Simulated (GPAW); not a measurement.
# TiTe: relaxation of cell and atoms with PBEsol

The system is TiTe.

```xyz
4
Lattice="3.8420 0.0000 0.0000 -1.9210 3.3273 0.0000 0.0000 0.0000 6.4030" Properties=species:S:1:pos:R:3 pbc="T T T"
Te    1.9210    1.1091    4.8022
Te    0.0000    2.2182    1.6007
Ti    0.0000    0.0000    3.2015
Ti    0.0000    0.0000    0.0000
```

| Quantity | Value |
| --- | --- |
| Program | GPAW 26.7.0 |
| Task | relaxation of cell and atoms |
| Functional | PBEsol |
| Potentials or basis | PAW data sets generated in the run's folder for this functional |
| Cutoff | 600 eV |
| Basis | pw |
| k mesh | 6 × 6 × 3 |
| Occupations | fermi-dirac, width 0.05 eV |
| Spin | no spin polarisation |
| Target pressure | 30 GPa |
| Maxiter | 150 |
| Optimizer | BFGS |
| Fmax | 0.02 eV/Å |
| Max steps | 60 |
| Target pressure | 30 GPa |
| Convergence | density=1e-05 forces=0.0001 |

```yaml
Relaxed_volume: 16.61 Å³/atom
Relaxed_cell: a = 3.307 Å, b = 3.307 Å, c = 7.018 Å, α = 90.00°, β = 90.00°, γ = 120.00°
Space_group_after_relaxing_to_0.05_Å: P6_3/mmc (No. 194)
Energy_change_on_relaxing_the_enthalpy_is_what_falls: +233.1 meV/atom
Ionic_steps: 9
Pressure_after_relaxing: 30.0 GPa
Band_gap_on_the_k_mesh: none (metal or under the smearing width)
```

The path:
| step | energy change (eV) | largest force (eV/Å) | pressure (GPa) | volume (Å³) |
| --- | --- | --- | --- | --- |
| 1 | 0.0000 | 0.0000 | 2.78 | 81.85 |
| 2 | 0.0930 | 0.0000 | 7.17 | 78.86 |
| 3 | 1.1882 | 0.0000 | 30.30 | 68.75 |
| 4 | 1.2098 | 0.0000 | 30.76 | 68.57 |
| 5 | 1.3160 | 0.0000 | 35.56 | 66.14 |
| 6 | 1.0160 | 0.0005 | 32.15 | 66.36 |
| 7 | 1.0249 | 0.0005 | 30.87 | 66.02 |
| 8 | 0.9060 | 0.0004 | 29.63 | 66.59 |
| 9 | 0.9325 | 0.0002 | 30.05 | 66.45 |

Final structure:
```
CELL_PARAMETERS angstrom
3.30662 0.00000 0.00000
-1.65331 2.86361 0.00000
0.00000 0.00000 7.01787
ATOMIC_POSITIONS crystal
Te 0.66667 0.33333 0.75000
Te 0.33333 0.66667 0.25000
Ti 0.00000 0.00000 0.50000
Ti 0.00000 0.00000 0.00000
```

Levels at points of the mesh, in eV from the Fermi level:
```
           k point  band 16  band 17  band 18  band 19  band 20  band 21
(0.00, 0.00, 0.00)     0.05     0.05     0.25     0.25     1.04     1.09
(0.50, 0.50, 0.00)    -2.08    -1.40    -1.38     0.69     1.69     2.12
```

Run time: 4.3 min on 1 thread of Arm Neoverse V1, on a shared host, peak memory 0.3 GiB.

Caveat: later steps reuse the first step's grids; the volume moved by over 15 % at a fixed basis, so the end points are rough. The run has no spin-orbit coupling, so splittings on Te are missing.
